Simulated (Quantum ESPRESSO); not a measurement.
# Sn (Fd-3m) in Quantum ESPRESSO: further runs

Aim: see how the results for Sn move with the level of theory and the settings. Levels: LDA, PBE. Tasks: phonons.

All numbers are computed with Quantum ESPRESSO 7.5; they aren't measurements. Logs are shortened: lines on timing, memory, paths and dates and some standing lists are left out, and cuts for length are marked.

## (1) Starting point

It takes space group Fd-3m (No. 227, cubic). Conventional cell: a = 6.467 Å, b = 6.467 Å, c = 6.467 Å, α = 90.00°, β = 90.00°, γ = 90.00°. Sn (site symmetry -43m) has 4 Sn at 2.80 Å as nearest neighbours.

This isn't the form of Sn at room conditions, which is tetragonal (white tin).

## (2) Phonons, LDA

File pw.in:

```
&CONTROL
  calculation = 'scf'
  prefix = 'pwscf'
  outdir = './tmp'
  pseudo_dir = './pseudo'
  tprnfor = .true.
  tstress = .true.
  disk_io = 'low'
/
&SYSTEM
  ibrav = 0
  nat = 2
  ntyp = 1
  ecutwfc = 72
  nbnd = 21
  occupations = 'smearing'
  smearing = 'mv'
  degauss = 0.01469973
/
&ELECTRONS
  conv_thr = 4d-10
  electron_maxstep = 120
  mixing_beta = 0.5
/
ATOMIC_SPECIES
Sn   118.7100 Sn.upf
CELL_PARAMETERS angstrom
   0.0000000000    3.2333428000    3.2333428000
   3.2333428000    0.0000000000    3.2333428000
   3.2333428000    3.2333428000    0.0000000000
ATOMIC_POSITIONS crystal
Sn     0.7500000000    0.7500000000    0.7500000000
Sn     0.5000000000    0.5000000000    0.5000000000
K_POINTS automatic
7 7 7 0 0 0
```

File relax.in:

```
&CONTROL
  calculation = 'vc-relax'
  prefix = 'pwscf'
  outdir = './tmp'
  pseudo_dir = './pseudo'
  tprnfor = .true.
  tstress = .true.
  disk_io = 'low'
  nstep = 40
  forc_conv_thr = 0.0001
  etot_conv_thr = 1d-06
/
&SYSTEM
  ibrav = 0
  nat = 2
  ntyp = 1
  ecutwfc = 72
  nbnd = 21
  occupations = 'smearing'
  smearing = 'mv'
  degauss = 0.01469973
/
&ELECTRONS
  conv_thr = 4d-10
  electron_maxstep = 120
  mixing_beta = 0.5
/
&IONS
  ion_dynamics = 'bfgs'
/
&CELL
  cell_dynamics = 'bfgs'
  press = 0
  press_conv_thr = 0.2
/
ATOMIC_SPECIES
Sn   118.7100 Sn.upf
CELL_PARAMETERS angstrom
   0.0000000000    3.2333428000    3.2333428000
   3.2333428000    0.0000000000    3.2333428000
   3.2333428000    3.2333428000    0.0000000000
ATOMIC_POSITIONS crystal
Sn     0.7500000000    0.7500000000    0.7500000000
Sn     0.5000000000    0.5000000000    0.5000000000
K_POINTS automatic
7 7 7 0 0 0
```

File scf2.in:

```
&CONTROL
  calculation = 'scf'
  prefix = 'pwscf'
  outdir = './tmp'
  pseudo_dir = './pseudo'
  tprnfor = .true.
  tstress = .true.
  disk_io = 'low'
/
&SYSTEM
  ibrav = 0
  nat = 2
  ntyp = 1
  ecutwfc = 72
  nbnd = 21
  occupations = 'smearing'
  smearing = 'mv'
  degauss = 0.01469973
/
&ELECTRONS
  conv_thr = 1d-13
  electron_maxstep = 120
  mixing_beta = 0.5
  startingpot = 'file'
  startingwfc = 'file'
/
ATOMIC_SPECIES
Sn   118.7100 Sn.upf
CELL_PARAMETERS angstrom
   0.0000000000    3.2356175527    3.2356175527
   3.2356175527    0.0000000000    3.2356175527
   3.2356175527    3.2356175527    0.0000000000
ATOMIC_POSITIONS crystal
Sn     0.7500000000    0.7500000000    0.7500000000
Sn     0.5000000000    0.5000000000    0.5000000000
K_POINTS automatic
7 7 7 0 0 0
```

File ph.in:

```
phonons of Sn
&INPUTPH
  prefix = 'pwscf'
  outdir = './tmp'
  tr2_ph = 1d-18
  fildyn = 'dyn'
  niter_ph = 90
  alpha_mix(1) = 0.4
/
0.0000000000 0.0000000000 0.0000000000
```

File dynmat.in:

```
&INPUT
  fildyn = 'dyn'
  asr = 'crystal'
  filout = 'dynmat.disp'
  fileig = 'dynmat.eig'
/
```

Potentials or basis: PseudoDojo 0.4.1 SR LDA standard.

Launch:

```
OMP_NUM_THREADS=1 mpirun -n 4 pw.x -nk 4 -in pw.in > pw.out
OMP_NUM_THREADS=1 mpirun -n 4 pw.x -nk 4 -in relax.in > relax.out
OMP_NUM_THREADS=1 mpirun -n 4 pw.x -nk 4 -in scf2.in > scf2.out
OMP_NUM_THREADS=1 mpirun -n 4 ph.x -nk 4 -in ph.in > ph.out
OMP_NUM_THREADS=1 mpirun -n 1 dynmat.x -in dynmat.in > dynmat.out
```

pw.out:

```text
This program is part of the open-source Quantum ESPRESSO suite
     for quantum simulation of materials; please cite
[... 6 lines left out ...]
     using ibrav=0 with symmetry is DISCOURAGED, use correct ibrav instead

     K-points division:     npool     =       4
     Subspace diagonalization in iterative solution of the eigenvalue problem:
     a serial algorithm will be used

     G-vector sticks info
     --------------------
     sticks:   dense  smooth     PW     G-vecs:    dense   smooth      PW
     Sum        1483    1483    433                37509    37509    5817

     Using Slab Decomposition

     bravais-lattice index     =            0
     lattice parameter (alat)  =       8.6410  a.u.
     unit-cell volume          =     456.2279 (a.u.)^3
     number of atoms/cell      =            2
     number of atomic types    =            1
     number of electrons       =        28.00
     number of Kohn-Sham states=           21
     kinetic-energy cutoff     =      72.0000  Ry
     charge density cutoff     =     288.0000  Ry
     scf convergence threshold =      4.0E-10
     mixing beta               =       0.5000
     number of iterations used =            8  plain     mixing
     Exchange-correlation= SLA  PW   NOGX NOGC
                           (   1   4   0   0   0   0   0)

     celldm(1)=   8.641032  celldm(2)=   0.000000  celldm(3)=   0.000000
     celldm(4)=   0.000000  celldm(5)=   0.000000  celldm(6)=   0.000000

     crystal axes: (cart. coord. in units of alat)
               a(1) = (   0.000000   0.707107   0.707107 )
               a(2) = (   0.707107   0.000000   0.707107 )
               a(3) = (   0.707107   0.707107   0.000000 )

     reciprocal axes: (cart. coord. in units 2 pi/alat)
               b(1) = ( -0.707107  0.707107  0.707107 )
               b(2) = (  0.707107 -0.707107  0.707107 )
               b(3) = (  0.707107  0.707107 -0.707107 )

     PseudoPot. # 1 for Sn read from file:
     Sn.upf
     Pseudo is Norm-conserving + core correction, Zval = 14.0
     Generated using ONCVPSP code by D. R. Hamann
     Using radial grid of 1608 points,  6 beta functions with:
                l(1) =   0
                l(2) =   0
                l(3) =   1
                l(4) =   1
                l(5) =   2
                l(6) =   2

     atomic species   valence    mass     pseudopotential
     Sn               14.00   118.71000     Sn( 1.00)

     48 Sym. Ops., with inversion, found (24 have fractional translation)

   Cartesian axes

     site n.     atom                  positions (alat units)
         1        Sn     tau(   1) = (   1.0606602   1.0606602   1.0606602  )
         2        Sn     tau(   2) = (   0.7071068   0.7071068   0.7071068  )

     number of k points=    20  Marzari-Vanderbilt smearing, width (Ry)=  0.0147
                       cart. coord. in units 2pi/alat
        k(    1) = (   0.0000000   0.0000000   0.0000000), wk =   0.0058309
        k(    2) = (   0.1010153   0.1010153  -0.1010153), wk =   0.0466472
        k(    3) = (   0.2020305   0.2020305  -0.2020305), wk =   0.0466472
        k(    4) = (   0.3030458   0.3030458  -0.3030458), wk =   0.0466472
        k(    5) = (   0.2020305  -0.0000000   0.0000000), wk =   0.0349854
        k(    6) = (   0.3030458   0.1010153  -0.1010153), wk =   0.1399417
[... 12 lines left out ...]
        k(   19) = (  -0.1010153  -0.5050763   0.7071068), wk =   0.1399417
        k(   20) = (   0.0000000  -0.4040610   0.6060915), wk =   0.1399417

     Dense  grid:    37509 G-vectors     FFT dimensions: (  48,  48,  48)

     Initial potential from superposition of free atoms

     starting charge      27.9975, renormalised to      28.0000
     Starting wfcs are   18 randomized atomic wfcs +    3 random wfcs

     Self-consistent Calculation

     iteration #  1     ecut=    72.00 Ry     beta= 0.50
     Davidson diagonalization with overlap
     ethr =  1.00E-02,  avg # of iterations =  5.5

     Threshold (ethr) on eigenvalues was too large:
     Diagonalizing with lowered threshold

     Davidson diagonalization with overlap
     ethr =  9.37E-05,  avg # of iterations =  3.6

     total energy              =    -314.31354614 Ry
     estimated scf accuracy    <       0.02682151 Ry

     iteration #  2     ecut=    72.00 Ry     beta= 0.50
     Davidson diagonalization with overlap
     ethr =  9.58E-05,  avg # of iterations =  1.0
[... 64 lines left out ...]
     total energy              =    -314.31332835 Ry
     estimated scf accuracy    <          1.7E-09 Ry

     iteration # 12     ecut=    72.00 Ry     beta= 0.50
     Davidson diagonalization with overlap
     ethr =  5.96E-12,  avg # of iterations =  1.0

     End of self-consistent calculation

          k = 0.0000 0.0000 0.0000 (  4693 PWs)   bands (ev):

   -13.7673 -13.7673 -13.7673 -13.7045 -13.7045 -13.3839 -13.3839 -13.3839
   -13.3737 -13.3737  -2.8532   7.1097   7.9726   7.9726   7.9726  10.0468
    10.0468  10.0468  12.7794  15.9566  15.9567

          k = 0.1010 0.1010-0.1010 (  4729 PWs)   bands (ev):

   -13.7808 -13.7808 -13.7622 -13.6851 -13.6851 -13.4101 -13.4101 -13.3903
   -13.3511 -13.3511  -2.6548   5.3617   7.6164   7.6164   8.4088  10.5023
    10.5023  10.9167  13.7379  14.9453  14.9453
[... 79 lines left out ...]
          k =-0.0000-0.6061 0.6061 (  4712 PWs)   bands (ev):

   -13.8328 -13.8205 -13.6794 -13.6453 -13.5428 -13.5334 -13.4845 -13.4520
   -13.3037 -13.2917   0.1438   0.4243   4.8809   5.5148   8.7348   9.6863
    14.6230  14.8827  15.8413  17.0356  18.1244

          k = 0.4041 0.2020 0.0000 (  4708 PWs)   bands (ev):

   -13.8159 -13.8141 -13.7262 -13.6392 -13.5945 -13.5212 -13.4415 -13.4115
   -13.3166 -13.3131  -1.5812   2.6292   5.2992   6.3184  10.0057  10.1102
    11.7068  12.9955  14.9267  16.1633  16.8961

          k =-0.2020-0.4041 0.6061 (  4694 PWs)   bands (ev):

   -13.8356 -13.8207 -13.6889 -13.6119 -13.5792 -13.5306 -13.4769 -13.4484
   -13.3056 -13.2915  -0.8474   1.4989   4.7816   5.9169   9.9644  10.8450
    12.2123  13.3862  14.8845  16.3432  17.0374
[... 7 lines left out ...]
          k = 0.0000-0.4041 0.6061 (  4707 PWs)   bands (ev):

   -13.8428 -13.8297 -13.6559 -13.5853 -13.5658 -13.5323 -13.5262 -13.4715
   -13.2950 -13.2821  -0.1280   0.7725   4.5038   5.3292  10.0567  11.7925
    12.4071  12.4282  15.6271  16.6773  18.3995

     the Fermi energy is     7.7709 ev

!    total energy              =    -314.31332835 Ry
     estimated scf accuracy    <          1.7E-10 Ry
     smearing contrib. (-TS)   =       0.00008229 Ry
     internal energy E=F+TS    =    -314.31341064 Ry

     The total energy is F=E-TS. E is the sum of the following terms:
     one-electron contribution =    -141.54888059 Ry
     hartree contribution      =      86.85438217 Ry
     xc contribution           =     -86.82193261 Ry
     ewald contribution        =    -172.79697961 Ry

     convergence has been achieved in  12 iterations

     Forces acting on atoms (cartesian axes, Ry/au):

     atom    1 type  1   force =     0.00000000   -0.00000000    0.00000000
     atom    2 type  1   force =    -0.00000000    0.00000000   -0.00000000

     Total force =     0.000000     Total SCF correction =     0.000000

     Computing stress (Cartesian axis) and pressure

          total   stress  (Ry/bohr**3)                   (kbar)     P=        1.10
   0.00000750  -0.00000000  -0.00000000            1.10       -0.00       -0.00
  -0.00000000   0.00000750  -0.00000000           -0.00        1.10       -0.00
  -0.00000000  -0.00000000   0.00000750           -0.00       -0.00        1.10

=------------------------------------------------------------------------------=
   JOB DONE.
=------------------------------------------------------------------------------=
```

relax.out:

```text
This program is part of the open-source Quantum ESPRESSO suite
     for quantum simulation of materials; please cite
[... 6 lines left out ...]
     using ibrav=0 with symmetry is DISCOURAGED, use correct ibrav instead

     K-points division:     npool     =       4
[... 1316 lines left out ...]
   0.00000092  -0.00000000  -0.00000000            0.14       -0.00       -0.00
  -0.00000000   0.00000092  -0.00000000           -0.00        0.14       -0.00
  -0.00000000  -0.00000000   0.00000092           -0.00       -0.00        0.14

=------------------------------------------------------------------------------=
   JOB DONE.
=------------------------------------------------------------------------------=
```

Run time: 3.6 min. Hardware: 4 MPI ranks of Arm Neoverse V1, shared host; peak memory 0.48 GiB.

Results:

* Free energy: -4276.4508 eV
* Relaxed volume: 33.87 Å³/atom
* Relaxed cell: a = 4.576 Å, b = 4.576 Å, c = 4.576 Å, α = 60.00°, β = 60.00°, γ = 60.00°
* Space group after relaxing (to 0.05 Å): Fd-3m (No. 227)
* Pressure after relaxing: 0.0 GPa
* Band gap on the k mesh: none (metal or under the smearing width)
* Highest phonon frequency at Γ: 179 cm⁻¹

Final structure:
```
CELL_PARAMETERS angstrom
0.00000 3.23562 3.23562
3.23562 0.00000 3.23562
3.23562 3.23562 0.00000
ATOMIC_POSITIONS crystal
Sn 0.75000 0.75000 0.75000
Sn 0.50000 0.50000 0.50000
```

Levels at points of the mesh, in eV from the Fermi level:
```tsv
k point	band 10	band 11	band 12	band 13	band 14	band 15	band 16	band 17	band 18	band 19
(0.00, 0.00, 0.00)	-21.14	-10.61	-0.68	0.20	0.20	0.20	2.28	2.28	2.28	5.01
```

Phonon frequencies in cm⁻¹ (negative: imaginary):
```
              q point        frequencies
(0.000, 0.000, 0.000)  1 1 1 179 179 179
```

Optical modes at Γ, degenerate ones joined:
```csv
cm⁻¹,components,symmetry,active in
179,3,T2g,Raman
```

## (3) Phonons, PBE

pw.in is that of step 2.

relax.in is that of step 2.

scf2.in: that of step 2 with these lines changed.

```diff
@@ -29,5 +29,5 @@
 CELL_PARAMETERS angstrom
-   0.0000000000    3.2356175527    3.2356175527
-   3.2356175527    0.0000000000    3.2356175527
-   3.2356175527    3.2356175527    0.0000000000
+   0.0000000000    3.3241372490    3.3241372490
+   3.3241372490    0.0000000000    3.3241372490
+   3.3241372490    3.3241372490    0.0000000000
 ATOMIC_POSITIONS crystal
```

ph.in is that of step 2.

dynmat.in is that of step 2.

Potentials or basis: PseudoDojo 0.4.1 SR PBE standard.

Launch:

```
OMP_NUM_THREADS=1 mpirun -n 4 pw.x -nk 4 -in pw.in > pw.out
OMP_NUM_THREADS=1 mpirun -n 4 pw.x -nk 4 -in relax.in > relax.out
OMP_NUM_THREADS=1 mpirun -n 4 pw.x -nk 4 -in scf2.in > scf2.out
OMP_NUM_THREADS=1 mpirun -n 4 ph.x -nk 4 -in ph.in > ph.out
OMP_NUM_THREADS=1 mpirun -n 1 dynmat.x -in dynmat.in > dynmat.out
```

pw.out:

```text
This program is part of the open-source Quantum ESPRESSO suite
     for quantum simulation of materials; please cite
[... 6 lines left out ...]
     using ibrav=0 with symmetry is DISCOURAGED, use correct ibrav instead

     K-points division:     npool     =       4
     Subspace diagonalization in iterative solution of the eigenvalue problem:
     a serial algorithm will be used

     G-vector sticks info
     --------------------
     sticks:   dense  smooth     PW     G-vecs:    dense   smooth      PW
     Sum        1483    1483    433                37509    37509    5817

     Using Slab Decomposition

     bravais-lattice index     =            0
     lattice parameter (alat)  =       8.6410  a.u.
     unit-cell volume          =     456.2279 (a.u.)^3
     number of atoms/cell      =            2
[... 262 lines left out ...]
    15.0451  15.2647  16.2581  17.3352  18.5978

          k = 0.4041 0.2020 0.0000 (  4708 PWs)   bands (ev):

   -13.5856 -13.5840 -13.4973 -13.4131 -13.3684 -13.2958 -13.2180 -13.1874
   -13.0936 -13.0904  -1.1830   3.0429   5.6405   6.6535  10.3814  10.5273
    12.0753  13.3657  15.2704  16.6151  17.2853

          k =-0.2020-0.4041 0.6061 (  4694 PWs)   bands (ev):
[... 13 lines left out ...]
   -13.6122 -13.5993 -13.4282 -13.3587 -13.3404 -13.3071 -13.3014 -13.2469
   -13.0724 -13.0597   0.2764   1.1787   4.8446   5.6656  10.4476  12.1870
    12.7993  12.7998  16.0146  17.0144  18.8322

     the Fermi energy is     8.1367 ev

!    total energy              =    -315.22494678 Ry
     estimated scf accuracy    <          3.0E-10 Ry
     smearing contrib. (-TS)   =       0.00022729 Ry
     internal energy E=F+TS    =    -315.22517407 Ry

     The total energy is F=E-TS. E is the sum of the following terms:
     one-electron contribution =    -141.25513032 Ry
     hartree contribution      =      87.03034793 Ry
     xc contribution           =     -88.20341207 Ry
     ewald contribution        =    -172.79697961 Ry

     convergence has been achieved in  12 iterations

     Forces acting on atoms (cartesian axes, Ry/au):

     atom    1 type  1   force =     0.00000000    0.00000000    0.00000000
     atom    2 type  1   force =    -0.00000000   -0.00000000   -0.00000000

     Total force =     0.000000     Total SCF correction =     0.000000

     Computing stress (Cartesian axis) and pressure

          total   stress  (Ry/bohr**3)                   (kbar)     P=       38.53
   0.00026190  -0.00000000  -0.00000000           38.53       -0.00       -0.00
  -0.00000000   0.00026190  -0.00000000           -0.00       38.53       -0.00
  -0.00000000  -0.00000000   0.00026190           -0.00       -0.00       38.53

=------------------------------------------------------------------------------=
   JOB DONE.
=------------------------------------------------------------------------------=
```

relax.out:

```text
This program is part of the open-source Quantum ESPRESSO suite
     for quantum simulation of materials; please cite
[... 6 lines left out ...]
     using ibrav=0 with symmetry is DISCOURAGED, use correct ibrav instead

     K-points division:     npool     =       4
[... 1807 lines left out ...]
   0.00001150   0.00000000  -0.00000000            1.69        0.00       -0.00
   0.00000000   0.00001150   0.00000000            0.00        1.69        0.00
   0.00000000   0.00000000   0.00001150            0.00        0.00        1.69

=------------------------------------------------------------------------------=
   JOB DONE.
=------------------------------------------------------------------------------=
```

scf2.out:

```text
This program is part of the open-source Quantum ESPRESSO suite
     for quantum simulation of materials; please cite
[... 6 lines left out ...]
     using ibrav=0 with symmetry is DISCOURAGED, use correct ibrav instead

     K-points division:     npool     =       4
[... 256 lines left out ...]
   0.00001151  -0.00000000  -0.00000000            1.69       -0.00       -0.00
  -0.00000000   0.00001151  -0.00000000           -0.00        1.69       -0.00
  -0.00000000  -0.00000000   0.00001151           -0.00       -0.00        1.69

=------------------------------------------------------------------------------=
   JOB DONE.
=------------------------------------------------------------------------------=
```

It took 4.4 min on 4 MPI ranks of Arm Neoverse V1, shared host; peak memory 0.52 GiB.

What came out:

```yaml
Free_energy: -4288.9224 eV
Relaxed_volume: 36.73 Å³/atom
Relaxed_cell: a = 4.701 Å, b = 4.701 Å, c = 4.701 Å, α = 60.00°, β = 60.00°, γ = 60.00°
Space_group_after_relaxing_to_0.05_Å: Fd-3m (No. 227)
Pressure_after_relaxing: 0.2 GPa
Band_gap_on_the_k_mesh: none (metal or under the smearing width)
Highest_phonon_frequency_at_Γ: 163 cm⁻¹
```

Step by step:
```csv
step,energy change (eV),largest force (eV/Å),pressure (GPa),volume (Å³)
1,0.0000,0.0000,3.85,67.61
2,-0.0278,0.0000,2.82,68.94
3,-0.0492,0.0000,1.80,70.43
4,-0.0647,0.0000,0.42,72.71
5,-0.0656,0.0000,0.02,73.43
6,-0.0656,0.0000,0.00,73.46
```

Final structure:
```
Sn
1.0
     0.00000    3.32414    3.32414
     3.32414    0.00000    3.32414
     3.32414    3.32414    0.00000
Sn
2
Direct
  0.75000 0.75000 0.75000
  0.50000 0.50000 0.50000
```

Levels at points of the mesh, in eV from the Fermi level:
```
           k point  band 11  band 12  band 13  band 14  band 15  band 16  band 17  band 18
(0.00, 0.00, 0.00)   -10.04    -1.03     0.19     0.19     0.19     2.25     2.25     2.25
```

Phonon frequencies in cm⁻¹ (negative: imaginary):
```tsv
q point	frequencies
(0.000, 0.000, 0.000)	-2 -2 -2 163 163 163
```

Optical modes at Γ, degenerate ones joined:
| cm⁻¹ | components | symmetry | active in |
| --- | --- | --- | --- |
| 163 | 3 | T2g | Raman |
